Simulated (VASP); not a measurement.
# Cu (Fm-3m) in VASP: elastic constants with PBE

Aim: the elastic constants of Cu with PBE.

All numbers are computed with VASP 6.6.1; they aren't measurements. Logs are shortened: lines on timing, memory, paths and dates and some standing lists are left out, and cuts for length are marked.

### Step 1. Starting point

It takes space group Fm-3m (No. 225, cubic). The conventional cell has a = 3.634 Å, b = 3.634 Å, c = 3.634 Å, α = 90.00°, β = 90.00°, γ = 90.00°. Around Cu (site symmetry m-3m) lie 12 Cu at 2.57 Å.

The cell was built by a generator and needn't be a form met in nature.

### Step 2. Elastic constants, PBE

POSCAR

```
Cu
1.0
   -0.0000000000      1.8168869839      1.8168869839
    1.8168869839      0.0000000000      1.8168869839
    1.8168869839      1.8168869839      0.0000000000
  Cu
     1
Direct
     0.0000000000000000    0.0000000000000000    0.0000000000000000
```

INCAR.step1

```
PREC = Accurate
ENCUT = 600
EDIFF = 1E-8
ISMEAR = 1
SIGMA = 0.2
LREAL = False
LASPH = True
NELM = 80
ALGO = Normal
ISIF = 3
LWAVE = False
LCHARG = False
GGA = PE
KPAR = 4
IBRION = 2
NSW = 40
EDIFFG = -0.002
```

INCAR.step2

```
PREC = Accurate
ENCUT = 600
EDIFF = 1E-8
ISMEAR = 1
SIGMA = 0.2
LREAL = False
LASPH = True
NELM = 80
ALGO = Normal
ISIF = 3
LWAVE = False
LCHARG = False
GGA = PE
KPAR = 4
IBRION = 6
NFREE = 2
POTIM = 0.015
NSW = 1
```

KPOINTS

```
regular mesh
0
Gamma
  12 12 12
```

Potentials or basis: VASP PAW PBE potentials, release 64 (Cu).

Command:

```bash
$ cat potpaw_PBE.64/Cu/POTCAR > POTCAR
$ cp INCAR.step1 INCAR
$ mpirun -np 4 vasp_std > vasp.out
$ cp CONTCAR POSCAR
$ cp INCAR.step2 INCAR
$ mpirun -np 4 vasp_std > vasp.out
```

OUTCAR:

```text
PREC = Accurate
   ENCUT = 600
   EDIFF = 1E-8
   ISMEAR = 1
   LREAL = False
   LASPH = True
   NELM = 80
   ISIF = 3
   GGA = PE
   IBRION = 6
   NFREE = 2
   POTIM = 0.015
   NSW = 1

 ion  position               nearest neighbor table
   1  0.000  0.000  0.000-

  LATTYP: Found a face centered cubic cell.
 ALAT       =     3.6337739678

  Lattice vectors:

 A1 = (   0.0000000000,   1.8168869839,   1.8168869839)
 A2 = (   1.8168869839,   0.0000000000,   1.8168869839)
 A3 = (   1.8168869839,   1.8168869839,   0.0000000000)

Analysis of symmetry for initial positions (statically):
=====================================================================
 Subroutine PRICEL returns:
 Original cell was already a primitive cell.

 Routine SETGRP: Setting up the symmetry group for a
 face centered cubic supercell.

 Subroutine GETGRP returns: Found 48 space group operations
 (whereof 48 operations were pure point group operations)
 out of a pool of 48 trial point group operations.

The static configuration has the point symmetry O_h .

Analysis of symmetry for dynamics (positions and initial velocities):
=====================================================================
 Subroutine PRICEL returns:
 Original cell was already a primitive cell.

 Routine SETGRP: Setting up the symmetry group for a
 face centered cubic supercell.

 Subroutine GETGRP returns: Found 48 space group operations
 (whereof 48 operations were pure point group operations)
 out of a pool of 48 trial point group operations.

The dynamic configuration has the point symmetry O_h .

 Subroutine INISYM returns: Found 48 space group operations
 (whereof 48 operations are pure point group operations),
 and found     1 'primitive' translations

----------------------------------------------------------------------------------------

                                     Primitive cell

  volume of cell :      11.9954

  direct lattice vectors                    reciprocal lattice vectors
     0.000000000  1.816886984  1.816886984    -0.275195983  0.275195983  0.275195983
     1.816886984  0.000000000  1.816886984     0.275195983 -0.275195983  0.275195983
     1.816886984  1.816886984  0.000000000     0.275195983  0.275195983 -0.275195983

  length of vectors
     2.569466214  2.569466214  2.569466214     0.476653425  0.476653425  0.476653425

  position of ions in fractional coordinates (direct lattice)
     0.000000000  0.000000000  0.000000000

  ion indices of the primitive-cell ions
   primitive index   ion index
                 1           1

----------------------------------------------------------------------------------------

 KPOINTS: regular mesh

Automatic generation of k-mesh.
 Grid dimensions read from file:
 generate k-points for:   12   12   12

 Generating k-lattice:

  Cartesian coordinates                     Fractional coordinates (reciprocal lattice)
    -0.022932999  0.022932999  0.022932999     0.083333333  0.000000000  0.000000000
     0.022932999 -0.022932999  0.022932999     0.000000000  0.083333333  0.000000000
     0.022932999  0.022932999 -0.022932999     0.000000000  0.000000000  0.083333333

  Length of vectors
     0.039721119  0.039721119  0.039721119

[... 90 lines left out ...]
 NGX is ok and might be reduce to    24
   NGX = 11   NGY = 11   NGZ = 11

--------------------------------------- Ionic step        1  -------------------------------------------

 number of electron      10.9999998 magnetization

 Free energy of the ion-electron system (eV)
  ---------------------------------------------------
  ext. energy  EPLUGINS =         0.00000000
  ---------------------------------------------------
  free energy    TOTEN  =        -3.72359637 eV

  energy without entropy =       -3.72415471  energy(sigma->0) =       -3.72378248

------------------------ aborting loop because EDIFF is reached ----------------------------------------

  FORCE on cell =-STRESS in cart. coord.  units (eV):
  Direction    XX          YY          ZZ          XY          YZ          ZX
  --------------------------------------------------------------------------------------
  -------------------------------------------------------------------------------------
  Total        0.0018464      0.0018464      0.0018464      0.0000000      0.0000000     -0.0000000
  in kB        0.2466128      0.2466128      0.2466128      0.0000000      0.0000000     -0.0000000
  external PRESSURE =       0.2466128 kB  Pullay stress =       0.0000000 kB
[... 86 lines left out ...]
  FREE ENERGIE OF THE ION-ELECTRON SYSTEM (eV)
  ---------------------------------------------------
  free  energy   TOTEN  =        -3.7222163903 eV

  energy  without entropy=       -3.7229489294  energy(sigma->0) =       -3.72246057

[... ionic steps 4 to 12 ...]

--------------------------------------- Ionic step       13  -------------------------------------------

 number of electron      10.9999998 magnetization

------------------------ aborting loop because EDIFF is reached ----------------------------------------
[... 65 lines left out ...]
--------------------------------------- Ionic step       15  -------------------------------------------

 number of electron      10.9999999 magnetization

 Free energy of the ion-electron system (eV)
  ---------------------------------------------------
  ext. energy  EPLUGINS =         0.00000000
  ---------------------------------------------------
  free energy    TOTEN  =        -3.72359663 eV

  energy without entropy =       -3.72415497  energy(sigma->0) =       -3.72378275

 E-fermi :   7.2921     XC(G=0): -12.6368

 val. band max:        7.1310206662   @ k =   0.5000   0.1667   0.0833
 cond. band min:       7.3000806021   @ k =   0.4167   0.4167   0.0000
 fundamental gap:      0.1690599360
 Fermi energy:         7.2920914672

 k-point     1 :       0.0000    0.0000    0.0000
  band No.  band energies     occupation
      1      -1.8397      2.00000
      2       4.4098      2.00000
      3       4.4098      2.00000
      4       4.4098      2.00000
      5       5.2122      2.00000
      6       5.2122      2.00000
      7      29.8633      0.00000
      8      32.3873      0.00000
      9      32.3873      0.00000
[... 265 lines left out ...]
 k-point    24 :      -0.4167    0.1667    0.0000
  band No.  band energies     occupation
      1       2.8755      2.00000
      2       4.0671      2.00000
      3       4.5798      2.00000
      4       4.6596      2.00000
      5       5.6719      2.00000
      6       8.3850     -0.00000
      7      11.6404      0.00000
      8      21.9958      0.00000
      9      26.3603      0.00000

 [... further k-points ...]
[... 5 lines left out ...]
  --------------------------------------------------------------------------------------
  -------------------------------------------------------------------------------------
  Total        0.0015852      0.0015852      0.0015852      0.0000000      0.0000000     -0.0000000
  in kB        0.2117328      0.2117328      0.2117328      0.0000000      0.0000000     -0.0000000
  external PRESSURE =       0.2117328 kB  Pullay stress =       0.0000000 kB
[... 16 lines left out ...]
  FREE ENERGIE OF THE ION-ELECTRON SYSTEM (eV)
  ---------------------------------------------------
  free  energy   TOTEN  =        -3.7235966342 eV

  energy  without entropy=       -3.7241549749  energy(sigma->0) =       -3.72378275

 INTERNAL STRAIN TENSORS FROM STRAINED CELLS
 ============================================

 INTERNAL STRAIN TENSOR FOR ION    1 for displacements in x,y,z  (eV/Angst):
          X           Y           Z          XY          YZ          ZX
  --------------------------------------------------------------------------------
  x     0.00000    -0.00000    -0.00000    -0.00000     0.00000    -0.00000
  y     0.00000     0.00000     0.00000     0.00000    -0.00000     0.00000
  z     0.00000     0.00000     0.00000     0.00000     0.00000     0.00000

 INTERNAL STRAIN TENSORS FROM DISPLACED ATOMS
 ============================================

 INTERNAL STRAIN TENSOR FOR ION    1 for displacements in x,y,z  (eV/Angst):
          X           Y           Z          XY          YZ          ZX
  --------------------------------------------------------------------------------
  x     0.00000     0.00000     0.00000     0.00000     0.00000     0.00000
  y     0.00000     0.00000     0.00000     0.00000     0.00000     0.00000
  z     0.00000     0.00000     0.00000     0.00000     0.00000     0.00000

 Eigenvectors and eigenvalues of the dynamical matrix
 ----------------------------------------------------

   1 f  =    0.000000 THz     0.000000 2PiTHz    0.000000 cm-1     0.000000 meV
             X         Y         Z           dx          dy          dz
      0.000000  0.000000  0.000000     0.707107   -0.707107    0.000000

   2 f  =    0.000000 THz     0.000000 2PiTHz    0.000000 cm-1     0.000000 meV
             X         Y         Z           dx          dy          dz
      0.000000  0.000000  0.000000    -0.707107   -0.707107    0.000000

   3 f  =    0.000000 THz     0.000000 2PiTHz    0.000000 cm-1     0.000000 meV
             X         Y         Z           dx          dy          dz
      0.000000  0.000000  0.000000     0.000000    0.000000    1.000000

--------------------------------------------------------------------------------------------------------

 ELASTIC MODULI CONTR FROM IONIC RELAXATION (kBar)
 Direction    XX          YY          ZZ          XY          YZ          ZX
 --------------------------------------------------------------------------------
 XX           0.0000      0.0000      0.0000      0.0000      0.0000      0.0000
 YY           0.0000      0.0000      0.0000      0.0000      0.0000      0.0000
 ZZ           0.0000      0.0000      0.0000      0.0000      0.0000      0.0000
 XY           0.0000      0.0000      0.0000      0.0000      0.0000      0.0000
 YZ           0.0000      0.0000      0.0000      0.0000      0.0000      0.0000
 ZX           0.0000      0.0000      0.0000      0.0000      0.0000      0.0000
 --------------------------------------------------------------------------------

 TOTAL ELASTIC MODULI (kBar)
 Direction    XX          YY          ZZ          XY          YZ          ZX
 --------------------------------------------------------------------------------
 XX        1595.7620   1262.2160   1262.2160      0.0000      0.0000      0.0000
 YY        1262.2160   1595.7620   1262.2160     -0.0000     -0.0000     -0.0000
 ZZ        1262.2160   1262.2160   1595.7620      0.0000     -0.0000      0.0000
 XY           0.0000     -0.0000      0.0000    739.6538     -0.0000      0.0000
 YZ           0.0000     -0.0000     -0.0000     -0.0000    739.6538      0.0000
 ZX           0.0000     -0.0000      0.0000      0.0000      0.0000    739.6538
 --------------------------------------------------------------------------------
```

Wall time 2.5 min (4 MPI ranks of AMD EPYC 7R13 (Zen 3), shared host); peak memory 0.24 GiB.

Results:

| Quantity | Value |
| --- | --- |
| Elastic constants C11, C12, C44 | 160, 126, 74 GPa |
| Voigt bulk modulus | 137 GPa |

Elastic tensor in Voigt notation (GPa, in the Cartesian axes of the cell as first typed):
```
160 126 126   0   0   0
126 160 126   0   0   0
126 126 160   0   0   0
  0   0   0  74   0   0
  0   0   0   0  74   0
  0   0   0   0   0  74
```

Clamped-ion elastic tensor (GPa):
```
160 126 126   0   0   0
126 160 126   0   0   0
126 126 160   0   0   0
  0   0   0  74   0   0
  0   0   0   0  74   0
  0   0   0   0   0  74
```
